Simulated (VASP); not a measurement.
# Cu3Au (Auricupride) (Pm-3m) in VASP: notebook

One crystal, Cu3Au (Auricupride), is run at these levels: RPBE+D3, RPBE+D3(BJ), RPBE+D4, revPBE+D3, revPBE+D3(BJ); tasks: relaxation of cell and atoms.

All numbers are computed with VASP 6.6.1; they aren't measurements. Logs are shortened: lines on timing, memory, paths and dates and some standing lists are left out, and cuts for length are marked.

### Step 1. Starting point

It takes space group Pm-3m (No. 221, cubic). Conventional cell: a = 3.740 Å, b = 3.740 Å, c = 3.740 Å, α = 90.00°, β = 90.00°, γ = 90.00°. Au (site symmetry m-3m) is surrounded by 12 Cu at 2.64 Å. Cu (site symmetry 4/mmm) has 4 Au at 2.64 Å and 8 Cu at 2.64 Å as nearest neighbours.

### Step 2. Relaxation of cell and atoms, RPBE+D3

Input file INCAR:

```
  ALGO = Normal
  EDIFF = 1E-6
  EDIFFG = -0.01
  ENCUT = 600
  GGA = RP
  IBRION = 2
  ISIF = 3
  ISMEAR = -1
  IVDW = 11
  LASPH = True
  LCHARG = False
  LREAL = False
  LWAVE = False
  NELM = 80
  NSW = 60
  PREC = Accurate
  SIGMA = 0.05
```

Input file KPOINTS:

```
k-points
0
Gamma
  7 7 7
```

Input file POSCAR:

```
Cu3Au
1.0
    3.7400000000      0.0000000000      0.0000000000
    0.0000000000      3.7400000000      0.0000000000
    0.0000000000      0.0000000000      3.7400000000
Au Cu
1 3
Direct
    0.0000000000      0.0000000000      0.0000000000
    0.5000000000      0.5000000000      0.0000000000
    0.5000000000      0.0000000000      0.5000000000
    0.0000000000      0.5000000000      0.5000000000
```

Potentials or basis: VASP PAW PBE potentials, release 64 (Au, Cu).

Run with:

```console
cat potpaw_PBE.64/Au/POTCAR potpaw_PBE.64/Cu/POTCAR > POTCAR
mpirun -np 1 vasp_std > vasp.out
```

OUTCAR:

```text
EDIFF = 1E-6
   EDIFFG = -0.01
   ENCUT = 600
   GGA = RP
   IBRION = 2
   ISIF = 3
   ISMEAR = -1
   IVDW = 11
   LASPH = True
   LREAL = False
   NELM = 80
   NSW = 60
   PREC = Accurate
 IVDW          = 11

 ion  position               nearest neighbor table
   1  0.000  0.000  0.000-   2 2.64   3 2.64   4 2.64   3 2.64   4 2.64   2 2.64   4 2.64   4 2.64
                             2 2.64   3 2.64   3 2.64   2 2.64
   2  0.500  0.500  0.000-   1 2.64   3 2.64   4 2.64   3 2.64   4 2.64   1 2.64   3 2.64   3 2.64
                             1 2.64   4 2.64   4 2.64   1 2.64
   3  0.500  0.000  0.500-   1 2.64   2 2.64   4 2.64   1 2.64   2 2.64   2 2.64   4 2.64   2 2.64
                             1 2.64   4 2.64   1 2.64   4 2.64
   4  0.000  0.500  0.500-   1 2.64   2 2.64   3 2.64   1 2.64   2 2.64   1 2.64   3 2.64   1 2.64
                             2 2.64   3 2.64   2 2.64   3 2.64

  LATTYP: Found a simple cubic cell.
 ALAT       =     3.7400000000

  Lattice vectors:

 A1 = (   3.7400000000,   0.0000000000,   0.0000000000)
 A2 = (   0.0000000000,   3.7400000000,   0.0000000000)
 A3 = (   0.0000000000,   0.0000000000,   3.7400000000)

Analysis of symmetry for initial positions (statically):
=====================================================================
 Subroutine PRICEL returns:
 Original cell was already a primitive cell.

 Routine SETGRP: Setting up the symmetry group for a
 simple cubic supercell.

 Subroutine GETGRP returns: Found 48 space group operations
 (whereof 48 operations were pure point group operations)
 out of a pool of 48 trial point group operations.

The static configuration has the point symmetry O_h .

Analysis of symmetry for dynamics (positions and initial velocities):
=====================================================================
 Subroutine PRICEL returns:
 Original cell was already a primitive cell.

 Routine SETGRP: Setting up the symmetry group for a
 simple cubic supercell.

 Subroutine GETGRP returns: Found 48 space group operations
 (whereof 48 operations were pure point group operations)
 out of a pool of 48 trial point group operations.

The dynamic configuration has the point symmetry O_h .

 Subroutine INISYM returns: Found 48 space group operations
 (whereof 48 operations are pure point group operations),
 and found     1 'primitive' translations

----------------------------------------------------------------------------------------

                                     Primitive cell

  volume of cell :      52.3136

  direct lattice vectors                    reciprocal lattice vectors
     3.740000000  0.000000000  0.000000000     0.267379679  0.000000000  0.000000000
     0.000000000  3.740000000  0.000000000     0.000000000  0.267379679  0.000000000
     0.000000000  0.000000000  3.740000000     0.000000000  0.000000000  0.267379679

  length of vectors
     3.740000000  3.740000000  3.740000000     0.267379679  0.267379679  0.267379679

  position of ions in fractional coordinates (direct lattice)
     0.000000000  0.000000000  0.000000000
     0.500000000  0.500000000  0.000000000
     0.500000000  0.000000000  0.500000000
     0.000000000  0.500000000  0.500000000

  ion indices of the primitive-cell ions
   primitive index   ion index
                 1           1
                 2           2
                 3           3
                 4           4

----------------------------------------------------------------------------------------

 KPOINTS: k-points

Automatic generation of k-mesh.
 Grid dimensions read from file:
 generate k-points for:    7    7    7

 Generating k-lattice:

  Cartesian coordinates                     Fractional coordinates (reciprocal lattice)
     0.038197097  0.000000000  0.000000000     0.142857143  0.000000000  0.000000000
     0.000000000  0.038197097  0.000000000     0.000000000  0.142857143  0.000000000
     0.000000000  0.000000000  0.038197097     0.000000000  0.000000000  0.142857143

  Length of vectors
     0.038197097  0.038197097  0.038197097

  Shift w.r.t. Gamma in fractional coordinates (k-lattice)
     0.000000000  0.000000000  0.000000000

 Subroutine IBZKPT returns following result:
 ===========================================

 Found     20 irreducible k-points:

 Following reciprocal coordinates:
            Coordinates               Weight
  0.000000  0.000000  0.000000      1.000000
  0.142857  0.000000  0.000000      6.000000
  0.285714  0.000000  0.000000      6.000000
  0.428571  0.000000  0.000000      6.000000
  0.142857  0.142857  0.000000     12.000000
  0.285714  0.142857  0.000000     24.000000
[... 12 lines left out ...]
  0.428571  0.428571  0.285714     24.000000
  0.428571  0.428571  0.428571      8.000000
   k-points           NKPTS =     20   k-points in BZ     NKDIM =     20   number of bands    NBANDS=     26
   number of dos      NEDOS =    301   number of ions     NIONS =      4
   total plane-waves  NPLWV =  27000
   dimension x,y,z NGX =    30 NGY =   30 NGZ =   30
   dimension x,y,z NGXF=    60 NGYF=   60 NGZF=   60
   ions per type =               1   3
   NGX,Y,Z   is equivalent  to a cutoff of  13.34, 13.34, 13.34 a.u.
   NGXF,Y,Z  is equivalent  to a cutoff of  26.67, 26.67, 26.67 a.u.
 SYSTEM =  unknown system
   PREC   = accura    normal or accurate (medium, high low for compatibility)
   ISTART =      0    job   : 0-new  1-cont  2-samecut
   ICHARG =      2    charge: 1-file 2-atom 10-const
   ISPIN  =      1    spin polarized calculation?
   LNONCOLLINEAR =      F non collinear calculations
   LSORBIT =      F    spin-orbit coupling
   LASPH  =      T    aspherical Exc in radial PAW
   ENCUT  =  600.0 eV  44.10 Ry    6.64 a.u.   7.47  7.47  7.47*2*pi/ulx,y,z
   NELM   =     80;   NELMIN=  2; NELMDL= -5     # of ELM steps
   EDIFF  = 0.1E-05   stopping-criterion for ELM
   LREAL  =      F    real-space projection
   EDIFFG = -.1E-01   stopping-criterion for IOM
   NSW    =     60    number of steps for IOM
   IBRION =      2    ionic relax: 0-MD 1-quasi-New 2-CG
   NFREE  =      1    steps in history (QN), initial steepest desc. (CG)
   ISIF   =      3    stress and relaxation
   ISYM   =      2    0-nonsym 1-usesym 2-fastsym
   POTIM  = 0.5000    time-step for ionic-motion
   TEBEG  =    0.0;   TEEND  =   0.0 temperature during run
   PSTRESS=    0.0 pullay stress
   NELECT =      44.0000    total number of electrons
   NUPDOWN=      -1.0000    fix difference up-down
   EMIN   =  10.00;   EMAX   =-10.00  energy-range for DOS
   EFERMI =   0.00;   METHOD = LEGACY
   ISMEAR =    -1;   SIGMA  =   0.05  broadening in eV -4-tet -1-fermi 0-gaus
   EFERMI_NEDOS =   21; number of points for ismear=-14 and -15
   IALGO  =     38    algorithm
   IMIX   =      4    mixing-type and parameters
     AMIX     =   0.40;   BMIX     =  1.00
     AMIX_MAG =   1.60;   BMIX_MAG =  1.00
  volume/ion in A,a.u.               =      13.08        88.26
  Fermi-wavevector in a.u.,A,eV,Ry     =   1.545328  2.920247 32.491255  2.388040
  Thomas-Fermi vector in A             =   2.650723
   LORBIT       =      0    0 simple, 1 ext, 2 COOP (PROOUT), +10 PAW based schemes
   GGA     = RP    functional components
   LHFCALC =     F    Hartree Fock is set to
   AEXX    =    0.0000 exact exchange contribution
   IVDW    =    11    specifies the selected vdW correction
   LEPSILON=     F    determine dielectric tensor
   LRPA    =     F    only Hartree local field effects (RPA)
 conjugate gradient relaxation of ions
 non-spin polarized calculation
  energy-cutoff  :      600.00
  volume of cell :       52.31
 maximum number of plane-waves:      1767
 NGX is ok and might be reduce to    30
   NGX = 15   NGY = 15   NGZ = 15

--------------------------------------- Ionic step        1  -------------------------------------------

 number of electron      44.0000069 magnetization

 Free energy of the ion-electron system (eV)
  ---------------------------------------------------
  ext. energy  EPLUGINS =         0.00000000
  ---------------------------------------------------
  free energy    TOTEN  =       -12.49207988 eV

  energy without entropy =      -12.47998979  energy(sigma->0) =      -12.48603483

------------------------ aborting loop because EDIFF is reached ----------------------------------------

 Edisp (eV)   -3.77830

 E8    (eV) :    -1.0629

  FORCE on cell =-STRESS in cart. coord.  units (eV):
  Direction    XX          YY          ZZ          XY          YZ          ZX
  --------------------------------------------------------------------------------------
  -------------------------------------------------------------------------------------
  Total       1.27914     1.27914     1.27914     0.00000     0.00000    -0.00000
  in kB      39.17554    39.17554    39.17554     0.00000     0.00000    -0.00000
  external pressure =       39.18 kB  Pullay stress =        0.00 kB
[... 65 lines left out ...]
  energy  without entropy=      -16.2707430189  energy(sigma->0) =      -16.27653083

--------------------------------------- Ionic step        3  -------------------------------------------

 number of electron      44.0000017 magnetization

 Free energy of the ion-electron system (eV)
  ---------------------------------------------------
  ext. energy  EPLUGINS =         0.00000000
  ---------------------------------------------------
  free energy    TOTEN  =       -12.56383252 eV

  energy without entropy =      -12.55212402  energy(sigma->0) =      -12.55797827

 E-fermi :   8.0387     XC(G=0): -12.4495

 val. band max:        7.9835782014   @ k =   0.4286   0.4286   0.1429
 cond. band min:       8.0408119390   @ k =   0.2857   0.2857   0.0000
 fundamental gap:      0.0572337377
 Fermi energy:         8.0386521190

 k-point     1 :       0.0000    0.0000    0.0000
  band No.  band energies     occupation
      1      -1.3252      2.00000
      2       1.8712      2.00000
      3       1.8712      2.00000
      4       2.6696      2.00000
      5       2.6696      2.00000
      6       2.6696      2.00000
[... 604 lines left out ...]
  FREE ENERGIE OF THE ION-ELECTRON SYSTEM (eV)
  ---------------------------------------------------
  free  energy   TOTEN  =       -16.2880853221 eV

  energy  without entropy=      -16.2763768226  energy(sigma->0) =      -16.28223107

 reached required accuracy - stopping structural energy minimisation
```

Wall time 68 s (1 thread of Intel Xeon Platinum 8375C at 2.90GHz (Ice Lake), shared host); peak memory 0.2 GiB.

What came out:

| Item | Value |
| --- | --- |
| Free energy | -16.2881 eV |
| Relaxed volume | 13.46 Å³/atom |
| Relaxed cell | a = 3.776 Å, b = 3.776 Å, c = 3.776 Å, α = 90.00°, β = 90.00°, γ = 90.00° |
| Space group after relaxing (to 0.05 Å) | Pm-3m (No. 221) |
| Energy gained by relaxing | 4.4 meV/atom |
| Ionic steps | 3 |
| Pressure after relaxing | 0.1 GPa |
| Band gap on the k mesh | none (metal or under the smearing width) |
| Dispersion energy per atom | -0.931 eV |

The path:
| step | energy change (eV) | largest force (eV/Å) | pressure (GPa) | volume (Å³) |
| --- | --- | --- | --- | --- |
| 1 | 0.0000 | 0.0000 | 3.92 | 52.31 |
| 2 | -0.0119 | 0.0000 | -2.01 | 54.77 |
| 3 | -0.0177 | 0.0000 | 0.10 | 53.84 |

Final structure:
```
Au Cu
1.0
     3.77596    0.00000    0.00000
     0.00000    3.77596    0.00000
     0.00000    0.00000    3.77596
Au Cu
1 3
Direct
  0.00000 0.00000 0.00000
  0.50000 0.50000 0.00000
  0.50000 0.00000 0.50000
  0.00000 0.50000 0.50000
```

Levels at points of the mesh, in eV from the Fermi level:
```tsv
k point	band 20	band 21	band 22	band 23	band 24	band 25
(0.00, 0.00, 0.00)	-1.32	-1.32	1.38	1.38	1.38	5.91
```

Caveat: the PAW data sets were made with another functional, which shifts forces and pressure a little; pairwise dispersion overbinds metals, which lowers pressure and volume.

[end of part 1 of 2]
